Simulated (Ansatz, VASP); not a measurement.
**BN: VASP beside Ansatz**

Contents of INCAR:

```
SYSTEM = BN
PREC = Accurate
ENCUT = 520
EDIFF = 1E-6
ISMEAR = 0
SIGMA = 0.05
LREAL = .False.
LASPH = .True.
NELM = 100
ALGO = Normal
ISIF = 2
LWAVE = .False.
LCHARG = .False.
GGA = PS
NBANDS = 16
```

The input KPOINTS:

```
Automatic mesh
0
Gamma
  12 12 4
  0 0 0
```

POSCAR

```
BN
1.0
    2.5640781914      0.0000000000      0.0000000000
   -1.2820390957      2.2205568510      0.0000000000
    0.0000000000      0.0000000000      6.3853239200
B N
2 2
Direct
    0.3333333333      0.6666666667      0.2500000000
    0.6666666667      0.3333333333      0.7500000000
    0.3333333333      0.6666666667      0.7500000000
    0.6666666667      0.3333333333      0.2500000000
```

Input for Ansatz:

```yaml
crystal:
  lattice:
    - [2.5640781914, 0.0, 0.0]
    - [-1.2820390957, 2.220556851, 0.0]
    - [0.0, 0.0, 6.38532392]
  atoms:
    - { symbol: B, position: [0.3333333333, 0.6666666667, 0.25] }
    - { symbol: B, position: [0.6666666667, 0.3333333333, 0.75] }
    - { symbol: "N", position: [0.3333333333, 0.6666666667, 0.75] }
    - { symbol: "N", position: [0.6666666667, 0.3333333333, 0.25] }
basis:
  ecutwfc: 520.0
kpoints:
  mp_grid: { grid: [12, 12, 4] }
hamiltonian:
  xc: pbesol
  pseudopotentials: { kind: paw, azcp: { folder: soft_1 } }
scf:
  occupations: { method: gaussian, width: 0.05 }
output:
  forces: true
  stress: true
  eigenvalues: true
  write_density: true
  write_potential: true
  elf: true
  volumetric_format: npy
```

Alike in both runs: task single point; functional PBEsol; k mesh 12 × 12 × 4; occupations gaussian, width 0.05 eV; no spin polarisation.

```csv
,VASP,Ansatz
version,VASP 6.6.1,Ansatz 0.2.0
potentials or method,"VASP PAW PBE potentials, release 64 (B, N)","scalar-relativistic, plane waves, PAW"
plane-wave cutoff (eV),520,520
valence electrons in the cell,16,16
```

|  | VASP | Ansatz | Ansatz less VASP |
| --- | --- | --- | --- |
| gap on the k mesh at the Fermi level (eV) | 3.95 | 3.96 | +0.006 |
| least direct gap on the mesh (eV) | 4.28 | 4.28 | +0.006 |
| pressure (GPa) | -14.9 | -15.3 | -0.41 |
| largest component of the traceless stress (GPa) | 16.59 | 17.13 | +0.547 |

With one functional, cell and mesh, what is left measures potentials, basis and numerics. Ansatz warned: «pseudo_functional_mismatch».

Caveats: the PAW data sets were made with another functional, which shifts forces and pressure a little (VASP); this functional lacks dispersion, which binds the layers, so the pressure and a relaxed spacing across them are unreliable. A k mesh can miss the band edges.
